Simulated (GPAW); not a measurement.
Te2Mo:

```
CELL_PARAMETERS angstrom
3.51820 0.00000 0.00000
-1.75910 3.04685 0.00000
0.00000 0.00000 13.97360
ATOMIC_POSITIONS crystal
Te 0.66667 0.33333 0.37900
Te 0.33333 0.66667 0.87900
Te 0.66667 0.33333 0.12100
Te 0.33333 0.66667 0.62100
Mo 0.66667 0.33333 0.75000
Mo 0.33333 0.66667 0.25000
```

Program: GPAW 26.7.0. Alike in all runs: cell as given; smearing fermi-dirac 0.05 eV.

Problem. Order these runs on this cell by their pressure, lowest first.
A. level BLYP; potentials or basis PAW data sets generated in the run's folder for this functional, pw; spin SOC, no magnetisation; k mesh 5 × 5 × 2; cutoff (eV) 600; maxiter 150; band path GMKGALHA,LM,KH; band points 100; spin axis theta (degrees) 90; spin axis phi (degrees) 0
B. level revPBE; potentials or basis the program's PAW data sets (release 1.2.1) made for this functional, pw; spin SOC, no magnetisation; k mesh 5 × 5 × 2; cutoff (eV) 600; maxiter 150; band path GMKGALHA,LM,KH; band points 60; spin axis theta (degrees) 90; spin axis phi (degrees) 0
C. level rSCAN; potentials or basis GPAW PAW data sets (gpaw-data 1.2.1), pw; spin SOC, no magnetisation; k mesh 5 × 5 × 2; cutoff (eV) 600; maxiter 150; band path GMKGALHA,LM,KH; band points 80; spin axis theta (degrees) 54.7; spin axis phi (degrees) 45
D. level LDA; potentials or basis the program's PAW data sets (release 1.2.1) made for this functional, pw; spin off; k mesh 7 × 7 × 2; cutoff (eV) 450; maxiter 120
E. level PBEsol+U; potentials or basis PAW data sets generated in the run's folder for this functional, pw; spin off; U Mo d U = 4 eV; k mesh 6 × 6 × 2; cutoff (eV) 600; maxiter 150; band path GMKGALHA,LM,KH; band points 60

Solution. D (-4.0 GPa), E (-1.7 GPa), C (1.5 GPa), B (3.8 GPa), A (8.2 GPa).

Caveats: this functional lacks dispersion, which binds the layers, so the pressure and a relaxed spacing across them are unreliable (some runs); spin-orbit coupling was added after a scalar SCF, so levels and gaps hold it while energy, forces, pressure and moments don't (some runs); the U is typed as a test and isn't derived for this compound (some runs); the PAW data sets were made with another functional, which shifts forces and pressure a little (some runs).

Not every run made on this cell is shown here.
